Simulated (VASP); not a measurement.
# Ni (Fm-3m) in VASP: further runs, part 2 of 2

VASP 6.6.1. The steps go on from the part before.

## 4. Single point, PBE, collinear spin, ferromagnetic start

This run uses another cell than the first one, of 10.87 Å³/atom, 0.994 times its volume.

INCAR reads:

```
SYSTEM = Ni
  PREC = Accurate
  ENCUT = 450
  EDIFF = 1E-7
  ISMEAR = 1
  SIGMA = 0.1
  LREAL = .False.
  LASPH = .True.
  NELM = 150
  ALGO = Normal
  ISIF = 2
  LWAVE = .False.
  LCHARG = .False.
  ISPIN = 2
  MAGMOM = 0.8
  LORBIT = 11
  LMAXMIX = 4
  GGA = PE
  NBANDS = 15
  AMIX = 0.2
  BMIX = 1E-4
  AMIX_MAG = 0.8
  BMIX_MAG = 1E-4
```

KPOINTS reads:

```
regular mesh
0
Gamma
  18 18 18
  0 0 0
```

POSCAR reads:

```
Ni                                      
1.0
    0.0000000000      1.7582121270      1.7582121270
    1.7582121270     -0.0000000000      1.7582121270
    1.7582121270      1.7582121270      0.0000000000
  Ni            
     1
Direct
     0.0000000000000000    0.0000000000000000    0.0000000000000000
```

Potentials or basis: VASP PAW PBE potentials, release 64 (Ni).

Launch:

```
$ cat potpaw_PBE.64/Ni/POTCAR > POTCAR
$ mpirun -np 1 vasp_std > vasp.out
```

OUTCAR:

```text
SYSTEM = Ni
   PREC = Accurate
   ENCUT = 450
   EDIFF = 1E-7
   ISMEAR = 1
   LREAL = .False.
   LASPH = .True.
   NELM = 150
   ISIF = 2
   ISPIN = 2
   LORBIT = 11
   GGA = PE
   AMIX = 0.2
   AMIX_MAG = 0.8

 ion  position               nearest neighbor table
   1  0.000  0.000  0.000-

  LATTYP: Found a face centered cubic cell.
 ALAT       =     3.5164242540

  Lattice vectors:

 A1 = (   0.0000000000,   1.7582121270,   1.7582121270)
 A2 = (   1.7582121270,   0.0000000000,   1.7582121270)
 A3 = (   1.7582121270,   1.7582121270,   0.0000000000)

Analysis of symmetry for initial positions (statically):
=====================================================================
 Subroutine PRICEL returns:
 Original cell was already a primitive cell.

 Routine SETGRP: Setting up the symmetry group for a
 face centered cubic supercell.

 Subroutine GETGRP returns: Found 48 space group operations
 (whereof 48 operations were pure point group operations)
 out of a pool of 48 trial point group operations.

The static configuration has the point symmetry O_h .

Analysis of symmetry for dynamics (positions and initial velocities):
=====================================================================
 Subroutine PRICEL returns:
 Original cell was already a primitive cell.

 Routine SETGRP: Setting up the symmetry group for a
 face centered cubic supercell.

 Subroutine GETGRP returns: Found 48 space group operations
 (whereof 48 operations were pure point group operations)
 out of a pool of 48 trial point group operations.

The dynamic configuration has the point symmetry O_h .

Analysis of structural, dynamic, and magnetic symmetry:
=====================================================================
 Subroutine PRICEL returns:
 Original cell was already a primitive cell.

 Routine SETGRP: Setting up the symmetry group for a
 face centered cubic supercell.

 Subroutine GETGRP returns: Found 48 space group operations
 (whereof 48 operations were pure point group operations)
 out of a pool of 48 trial point group operations.

The overall configuration has the point symmetry O_h .

 Subroutine INISYM returns: Found 48 space group operations
 (whereof 48 operations are pure point group operations),
 and found     1 'primitive' translations

----------------------------------------------------------------------------------------

                                     Primitive cell

  volume of cell :      10.8704

  direct lattice vectors                    reciprocal lattice vectors
     0.000000000  1.758212127  1.758212127    -0.284379793  0.284379793  0.284379793
     1.758212127  0.000000000  1.758212127     0.284379793 -0.284379793  0.284379793
     1.758212127  1.758212127  0.000000000     0.284379793  0.284379793 -0.284379793

  length of vectors
     2.486487436  2.486487436  2.486487436     0.492560249  0.492560249  0.492560249

  position of ions in fractional coordinates (direct lattice)
     0.000000000  0.000000000  0.000000000

  ion indices of the primitive-cell ions
   primitive index   ion index
                 1           1

----------------------------------------------------------------------------------------

 KPOINTS: regular mesh

Automatic generation of k-mesh.
 Grid dimensions read from file:
[... 70 lines left out ...]
   NFREE  =      0    steps in history (QN), initial steepest desc. (CG)
   ISIF   =      2    stress and relaxation
   ISYM   =      2    0-nonsym 1-usesym 2-fastsym
   POTIM  = 0.5000    time-step for ionic-motion
   TEBEG  =    0.0;   TEEND  =   0.0 temperature during run
   PSTRESS=    0.0 pullay stress
   NELECT =      10.0000    total number of electrons
   NUPDOWN=      -1.0000    fix difference up-down
   EMIN   =  10.00;   EMAX   =-10.00  energy-range for DOS
   EFERMI =   0.00;   METHOD = LEGACY
   ISMEAR =     1;   SIGMA  =   0.10  broadening in eV -4-tet -1-fermi 0-gaus
   EFERMI_NEDOS =   21; number of points for ismear=-14 and -15
   IALGO  =     38    algorithm
   IMIX   =      4    mixing-type and parameters
     AMIX     =   0.20;   BMIX     =  0.00
     AMIX_MAG =   0.80;   BMIX_MAG =  0.00
  volume/ion in A,a.u.               =      10.87        73.36
  Fermi-wavevector in a.u.,A,eV,Ry     =   1.592185  3.008794 34.491496  2.535053
  Thomas-Fermi vector in A             =   2.690610
   LORBIT       =     11    0 simple, 1 ext, 2 COOP (PROOUT), +10 PAW based schemes
   GGA     = PE    functional components
   LHFCALC =     F    Hartree Fock is set to
   AEXX    =    0.0000 exact exchange contribution
   IVDW    =     0    specifies the selected vdW correction
   LEPSILON=     F    determine dielectric tensor
   LRPA    =     F    only Hartree local field effects (RPA)
 spin polarized calculation
 Methfessel and Paxton  Order N= 1 SIGMA  =   0.10
  energy-cutoff  :      450.00
  volume of cell :       10.87
 maximum number of plane-waves:       259
 NGX is ok and might be reduce to    18
   NGX =  9   NGY =  9   NGZ =  9

 number of electron      10.0000013 magnetization       0.6164365

 Free energy of the ion-electron system (eV)
  ---------------------------------------------------
  ext. energy  EPLUGINS =         0.00000000
  ---------------------------------------------------
  free energy    TOTEN  =        -5.47171851 eV

  energy without entropy =       -5.47211141  energy(sigma->0) =       -5.47184948

 E-fermi :   9.3919     XC(G=0): -13.2609

 val. band max:        9.3857996972   @ k =  -0.3889   0.2778   0.0000
 cond. band min:       9.3940360155   @ k =   0.5000   0.4444   0.0000
 fundamental gap:      0.0082363184
 Fermi energy:         9.3919046940

 spin component 1

 k-point     1 :       0.0000    0.0000    0.0000
  band No.  band energies     occupation
      1       0.3728      1.00000
      2       6.9521      1.00000
      3       6.9521      1.00000
      4       6.9521      1.00000
      5       8.1408      1.00000
      6       8.1408      1.00000
      7      33.1190      0.00000
      8      36.9899      0.00000
      9      36.9899      0.00000
     10      36.9899      0.00000
     11      39.9280      0.00000
     12      39.9280      0.00000
     13      39.9280      0.00000
     14      42.8909      0.00000
[... 403 lines left out ...]
      4       7.2293      1.00000
      5       8.0376      1.00000
      6       8.3499      1.00000
      7      24.3636      0.00000
      8      31.4253      0.00000
      9      34.8678      0.00000
     10      36.8720      0.00000
     11      39.2670      0.00000
     12      39.5899      0.00000
     13      43.9504      0.00000
     14      44.9361      0.00000
     15      47.9322      0.00000

 [... further k-points ...]

 spin component 2

 k-point     1 :       0.0000    0.0000    0.0000
  band No.  band energies     occupation
      1       0.3369      1.00000
      2       7.7028      1.00000
      3       7.7029      1.00000
      4       7.7029      1.00000
      5       8.7054      1.00000
      6       8.7054      1.00000
      7      32.9578      0.00000
      8      36.9669      0.00000
      9      36.9669      0.00000
     10      36.9669      0.00000
     11      40.0284      0.00000
     12      40.0284      0.00000
     13      40.0284      0.00000
     14      42.7716      0.00000
[... 403 lines left out ...]
      4       7.9249      1.00000
      5       8.6637      1.00000
      6       8.9912      1.00000
      7      24.4935      0.00000
      8      31.4358      0.00000
      9      34.8292      0.00000
     10      36.9483      0.00000
     11      39.2983      0.00000
     12      39.5603      0.00000
     13      43.9442      0.00000
     14      45.0411      0.00000
     15      48.0751      0.00000

 [... further k-points ...]
[... 5 lines left out ...]
  --------------------------------------------------------------------------------------
  -------------------------------------------------------------------------------------
  Total       -0.0067527     -0.0067527     -0.0067527      0.0000000     -0.0000000      0.0000000
  in kB       -0.9952775     -0.9952775     -0.9952775      0.0000000     -0.0000000      0.0000000
  external PRESSURE =      -0.9952775 kB  Pullay stress =       0.0000000 kB

 VOLUME and BASIS-vectors are now :
 -----------------------------------------------------------------------------
  energy-cutoff  :      450.00
  volume of cell :       10.87
      direct lattice vectors                 reciprocal lattice vectors
     0.000000000  1.758212127  1.758212127    -0.284379793  0.284379793  0.284379793
     1.758212127  0.000000000  1.758212127     0.284379793 -0.284379793  0.284379793
     1.758212127  1.758212127  0.000000000     0.284379793  0.284379793 -0.284379793

 POSITION                                       TOTAL-FORCE (eV/Angst)
 -----------------------------------------------------------------------------------
      0.00000      0.00000      0.00000        -0.000000     -0.000000     -0.000000
 -----------------------------------------------------------------------------------
    total drift:                                0.000000     -0.000000      0.000000

  FREE ENERGIE OF THE ION-ELECTRON SYSTEM (eV)
  ---------------------------------------------------
  free  energy   TOTEN  =        -5.4717185064 eV

  energy  without entropy=       -5.4721114140  energy(sigma->0) =       -5.47184948

 total charge

# of ion       s       p       d       tot
------------------------------------------
    1        0.498   0.499   8.315   9.311

 magnetization (x)

# of ion       s       p       d       tot
------------------------------------------
    1       -0.007  -0.025   0.660   0.628
```

It took 37 s on 1 thread of Intel Xeon Platinum 8488C (Sapphire Rapids), shared host; peak memory 0.15 GiB.

What came out:

- Free energy: -5.4717 eV
- Pressure: -0.1 GPa
- Band gap on the k mesh: none (metal or under the smearing width)
- Net moment: 0.62 μB per cell
- Site moments: Ni +0.63 μB
- Valence electrons inside the program's atomic spheres: Ni 9.31

Levels at points of the mesh, in eV from the Fermi level:
Spin up:
| k point | band 1 | band 2 | band 3 | band 4 | band 5 | band 6 | band 7 | band 8 | band 9 | band 10 |
| --- | --- | --- | --- | --- | --- | --- | --- | --- | --- | --- |
| (0.00, 0.00, 0.00) | -9.02 | -2.44 | -2.44 | -2.44 | -1.25 | -1.25 | 23.73 | 27.60 | 27.60 | 27.60 |
| (0.50, 0.00, 0.00) | -4.84 | -2.41 | -2.41 | -0.60 | -0.60 | -0.30 | 5.66 | 22.22 | 24.69 | 24.69 |
| (0.50, 0.50, 0.00) | -4.65 | -4.20 | -0.54 | -0.48 | -0.48 | 2.45 | 9.23 | 14.83 | 14.83 | 19.73 |
Spin down:
```tsv
k point	band 3	band 4	band 5	band 6	band 7	band 8
(0.00, 0.00, 0.00)	-1.69	-1.69	-0.69	-0.69	23.57	27.57
(0.50, 0.00, 0.00)	-1.81	-0.36	0.14	0.14	6.09	22.07
(0.50, 0.50, 0.00)	0.05	0.38	0.38	2.40	9.46	14.84
```
